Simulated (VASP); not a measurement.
The system is ZnSe (Stilleite).

```
CELL_PARAMETERS angstrom
0.00000 5.66760 5.66760
5.66760 0.00000 5.66760
5.66760 5.66760 0.00000
ATOMIC_POSITIONS crystal
Zn 0.00000 0.00000 0.00000
Zn 0.00000 0.00000 0.50000
Zn 0.00000 0.50000 0.00000
Zn 0.00000 0.50000 0.50000
Zn 0.50000 0.00000 0.00000
Zn 0.50000 0.00000 0.50000
Zn 0.50000 0.50000 0.00000
Zn 0.50000 0.50000 0.50000
Se 0.12500 0.12500 0.12500
Se 0.12500 0.12500 0.62500
Se 0.12500 0.62500 0.12500
Se 0.12500 0.62500 0.62500
Se 0.62500 0.12500 0.12500
Se 0.62500 0.12500 0.62500
Se 0.62500 0.62500 0.12500
Se 0.62500 0.62500 0.62500
```

```yaml
Program: VASP 6.6.1
Task: phonon dispersion
Functional: PBE
Potentials_or_basis: VASP PAW PBE potentials, release 64 (Zn, Se)
Cutoff: 520 eV
k_mesh: 3 × 3 × 3
Occupations: gaussian, width 0.03 eV
Spin: no spin polarisation
Long-range_dipole_term: yes
Supercell_matrix: "[2, 0, 0, 0, 2, 0, 0, 0, 2]"
Further_INCAR_settings: LREAL = Auto; ALGO = Fast; EDIFF = 1e-07; IBRION = 6; POTIM = 0.015; NSW = 1
```

**Question.** Is this structure dynamically stable at this level, and how far does the spectrum reach?

**Answer.** Yes, as far as this q mesh shows: no mode on the path is imaginary. The highest frequency is 244 cm⁻¹.

Phonon frequencies at the corners of the path (cm⁻¹, interpolated; i marks imaginary ones):
| point | frequencies |
| --- | --- |
| Γ | 0 0 0 206 206 244 |
| X | 59 59 190 200 212 212 |
| W | 74 95 173 178 216 222 |
| K | 56 97 171 189 211 223 |
| L | 42 42 167 209 209 213 |
| U | 56 97 171 189 211 223 |

A q mesh this small can miss soft modes between its points.
